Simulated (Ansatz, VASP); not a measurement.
## In: VASP beside Ansatz

INCAR

```
PREC     = Accurate       # precision mode
ENCUT    = 520            # plane-wave cutoff, eV
EDIFF    = 1E-7           # SCF threshold, eV
ISMEAR   = 0              # smearing method
SIGMA    = 0.1            # smearing width, eV
LREAL    = False          # projectors in reciprocal space
LASPH    = True           # aspherical terms in the spheres
NELM     = 100            # most SCF steps
ALGO     = Fast           # electronic algorithm
ISIF     = 2              # what is computed and relaxed
LWAVE    = False          # write WAVECAR
LCHARG   = False          # write CHGCAR
GGA      = PE             # functional
IVDW     = 12             # dispersion correction
NBANDS   = 20             # bands
```

KPOINTS

```
regular mesh
0
Gamma
  6 6 4
```

POSCAR

```
In
1.0
    3.3354847820      0.0000000000      0.0000000000
   -1.6677423910      2.8886145552      0.0000000000
    0.0000000000      0.0000000000      5.5091429200
In
2
Direct
    0.3333333300      0.6666666700      0.2500000000
    0.6666666700      0.3333333300      0.7500000000
```

Input for Ansatz:

```yaml
crystal:
  lattice:
    - [3.335484782, 0.0, 0.0]
    - [-1.667742391, 2.8886145552, 0.0]
    - [0.0, 0.0, 5.50914292]
  atoms:
    - { symbol: In, position: [0.33333333, 0.66666667, 0.25] }
    - { symbol: In, position: [0.66666667, 0.33333333, 0.75] }
basis:
  ecutwfc: 420
kpoints:
  mp_grid: { grid: [6, 6, 4] }
hamiltonian:
  xc: pbe
  dispersion: d3bj
scf:
  occupations: { method: gaussian, width: 0.1 }
output:
  forces: true
  stress: true
  eigenvalues: true
```

This isn't the form of In at room conditions, which is tetragonal.

Alike in both runs: task single point; functional PBE; dispersion D3(BJ); k mesh 6 × 6 × 4; occupations gaussian, width 0.1 eV; no spin polarisation.

|  | VASP | Ansatz |
| --- | --- | --- |
| version | VASP 6.6.1 | Ansatz 0.2.0 |
| potentials or method | VASP PAW PBE potentials, release 64 (In_d) | scalar-relativistic, plane waves, PAW |
| plane-wave cutoff (eV) | 520 | 420 |
| valence electrons in the cell | 26 | 26 |

Ansatz gave:

| Item | Value |
| --- | --- |
| gap on the k mesh at the Fermi level (eV) | none |
| pressure (GPa) | -0.8 |
| largest component of the traceless stress (GPa) | 0.42 |

Question: Which values does VASP return?

Answer: gap on the k mesh at the Fermi level (eV): none; pressure (GPa): -0.9; largest component of the traceless stress (GPa): 0.42.

A gap of «none» marks a metal or a gap that the smearing closes.

Caveats: the k mesh is coarse (spacing up to 0.36 Å⁻¹), so the values aren't converged; pairwise dispersion overbinds metals, which lowers pressure and volume.
